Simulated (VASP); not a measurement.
## Results of a VASP single-point calculation on CdS (strained wurtzite)

POSCAR

```
Cd S
 1.0000000000000000
     4.1646012827280252    0.0000000000288675    0.0000000000000000
    -2.0823006413890126    3.6066505074612953    0.0000000000000000
     0.0000000000000000    0.0000000000000000    6.8336705949000001
 Cd  S
   2   2
Cartesian
 -0.0000000000166665  2.4044336716504859  0.0010034669410787
  2.0823006413556784  1.2022168358396770  3.4178387643910786
 -0.0000000000166665  2.4044336716504859  2.5616230061464211
  2.0823006413556784  1.2022168358396770  5.9784583035964216
```

```
gap between bands v and c : 1.13 eV
least direct gap          : 1.13 eV
```

Band v is the last that the valence electrons fill when counted band by band, and c is the next. Levels in eV from the top of v:

```
point    v−1      v     c   c+1
    Γ   0.00   0.00  1.13  2.81
    M  -1.24  -0.71  3.64  3.91
    K  -1.77  -1.57  4.67  4.98
    A  -0.36  -0.36  2.80  2.80
    L  -1.26  -1.26  3.44  3.44
    H  -1.09  -1.09  4.29  4.29
```

Problem. Which of these levels of theory gave these results?
A. r²SCAN
B. PBEsol
C. HSE06
D. LDA
E. PBE with spin–orbit coupling
F. PBE
G. PBE0

Solution. F.

The INCAR was:

```
SIGMA = 0.02
NBANDS = 26
ISMEAR = -1
LWAVE = .FALSE.
ISIF = 2
LASPH = .TRUE.
IBRION = -1
LCHARG = .FALSE.
NELM = 120
GGA = PE
ENCUT = 520
PREC = Accurate
EDIFF = 1E-7
NSW = 0
LREAL = .FALSE.
```
